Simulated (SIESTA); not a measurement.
Crystal: ZnO (zincite).

```xyz
4
Lattice="3.2493 0.0000 0.0000 -1.6247 2.8140 0.0000 0.0000 0.0000 5.2057" Properties=species:S:1:pos:R:3 pbc="T T T"
Zn    1.6247    0.9380    0.0000
Zn    0.0000    1.8760    2.6029
O     0.0000    1.8760    4.5759
O     1.6247    0.9380    1.9730
```

Base run:

| Property | Result |
| --- | --- |
| Program | SIESTA 5.4.2 |
| Functional | BLYP |
| Potentials or basis | PseudoDojo 0.4 standard (PBE files) |
| Basis | DZP (energy shift 0.003 Ry; two zetas on semicore shells) |
| Grid cutoff | 800 Ry |
| Energy shift | 0.003 Ry |
| k mesh | 9 × 9 × 5 |
| Occupations | fermi-dirac, width 0.05 eV |
| Spin | no spin polarisation |

Its results: band gap on the k mesh 1.13 eV, direct; pressure 10.3 GPa; largest force 0.095 eV/Å.

Problem. The run is repeated on the same cell with these changes: functional from BLYP to PBE; basis from DZP (energy shift 0.003 Ry; two zetas on semicore shells) to TZP (energy shift 0.003 Ry; two zetas on semicore shells). What comes out?

Solution. Band gap on the k mesh 1.01 eV, direct; pressure 5.1 GPa; largest force 0.080 eV/Å.

Several settings changed at once, so the effect can't be laid on one alone.

Caveats: short orbitals over semicore shells can move pressures by several GPa; the valence orbitals were made in a potential fitted to the semicore shell under them, which widens gaps by tenths of an eV or more; the basis of atomic orbitals isn't converged, which shifts pressures, moduli and gaps; the potentials were made for another functional, which shifts forces and pressure (some runs).
